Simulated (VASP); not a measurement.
The system is BaTiO3.

```
Ba Ti O
1.0
     2.84826    1.64444    2.33556
    -2.84826    1.64444    2.33556
     0.00000   -3.28888    2.33556
Ba Ti O
1 1 3
Direct
  0.00015 0.00015 0.00015
  0.51334 0.51334 0.51334
  0.48895 0.97972 0.48895
  0.48895 0.48895 0.97972
  0.97972 0.48895 0.48895
```

The cell is a database's computed one.

* Program: VASP 6.6.1
* Task: relaxation of cell and atoms
* Functional: LDA
* Potentials or basis: VASP PAW LDA potentials, release 64 (Ba_sv, Ti_sv, O)
* Cutoff: 600 eV
* k mesh: 6 × 6 × 6
* Occupations: gaussian, width 0.02 eV
* Spin: no spin polarisation

At the start: pressure -7.5 GPa; volume 13.13 Å³/atom.

Where does the relaxation end?

Over 12 steps the energy falls by 16.1 meV/atom and the volume is 12.43 Å³/atom (-5.3 %); space group R3m (No. 160, to 0.05 Å).

The path:
| step | energy change (eV) | largest force (eV/Å) | pressure (GPa) | volume (Å³) |
| --- | --- | --- | --- | --- |
| 1 | 0.0000 | 0.1741 | -7.46 | 65.64 |
| 2 | 0.0276 | 1.0072 | 10.03 | 60.00 |
| 3 | -0.0659 | 0.3228 | -0.27 | 62.97 |
| 4 | -0.0757 | 0.1850 | -0.12 | 62.58 |
| 5 | -0.0784 | 0.0932 | 0.18 | 62.22 |
| 6 | -0.0796 | 0.0580 | -0.24 | 62.31 |
| 7 | -0.0799 | 0.0479 | -0.52 | 62.36 |
| 8 | -0.0805 | 0.0299 | 0.01 | 62.16 |
| 9 | -0.0805 | 0.0273 | 0.08 | 62.14 |
| 10 | -0.0806 | 0.0160 | 0.04 | 62.13 |
| 11 | -0.0807 | 0.0097 | 0.01 | 62.12 |
| 12 | -0.0807 | 0.0034 | -0.03 | 62.13 |

Final structure:
```
Ba Ti O
1.0
     2.79916    1.61609    2.28897
    -2.79916    1.61609    2.28897
     0.00000   -3.23219    2.28897
Ba Ti O
1 1 3
Cartesian
  0.0000 0.0000 6.8569
  0.0000 0.0000 3.4863
  -1.3864 0.8004 4.4975
  0.0000 -1.6008 4.4975
  1.3864 0.8004 4.4975
```
